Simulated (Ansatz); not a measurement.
Runs of Ansatz 0.2.0 on TiB2. The structure is hexagonal, space group P6/mmm (No. 191). The conventional cell has a = 3.029 Å, b = 3.029 Å, c = 3.228 Å, α = 90.00°, β = 90.00°, γ = 120.00°. Ti (site symmetry 6/mmm) is surrounded by 12 B at 2.38 Å. B (site symmetry -6m2) is surrounded by 3 B at 1.75 Å. 

| task | level | potentials or basis | U | cutoff (eV) | basis error allowed | gap on the mesh (eV) | pressure (GPa) | V0 of scaled cells (Å³/atom) | B0 (GPa) |
| --- | --- | --- | --- | --- | --- | --- | --- | --- | --- |
| band structure | PBE | all-electron LAPW, scalar-relativistic | - | 281 | 0.002 eV/atom | - | 0.3 | - | - |
| band structure | PBEsol | all-electron PAW datasets made for the crystal | - | 360 | - | - | (a) | - | - |
| density of states | PBEsol+U | all-electron LAPW, scalar-relativistic | Ti d U = 2 eV | 282 | 0.002 eV/atom | none | -3.4 | - | - |
| phonons | PBEsol | all-electron LAPW, scalar-relativistic | - | 297 | 0.002 eV/atom | none | - | - | - |
| density of states | PBEsol+U | all-electron LAPW, scalar-relativistic | Ti d U = 4 eV | 282 | 0.002 eV/atom | none | -1.5 | - | - |
| equation of state | PBEsol | all-electron LAPW, scalar-relativistic | - | - | 0.001 eV/atom | - | - | 8.38 | 267 |
| band structure | LDA | all-electron LAPW, scalar-relativistic | - | 285 | 0.002 eV/atom | - | -11.2 | - | - |
| equation of state | LDA | all-electron LAPW, scalar-relativistic | - | - | 0.002 eV/atom | - | - | (b) | 281 |

Alike in all rows: no spin polarisation; cell as given; k mesh 10 × 10 × 8; smearing fermi-dirac 0.05 eV.

Estimate the missing entries.

(a) -5.1; (b) 8.19.

Caveats: U is the effective U less J, on atomic orbitals that reach past the spheres (some runs); U without spin polarisation on a metal has little footing (some runs); the U is typed as a test and isn't derived for this compound (some runs); the cell was scaled at fixed shape and fractional positions, which overstates the stiffness of a crystal with free parameters, most of all of layers and chains (some runs); a metal's response needs a denser mesh (some runs).

A k mesh can miss the band edges.

A gap of «none» marks a metal or a gap under the smearing width.

Not every run made on this cell is shown here.
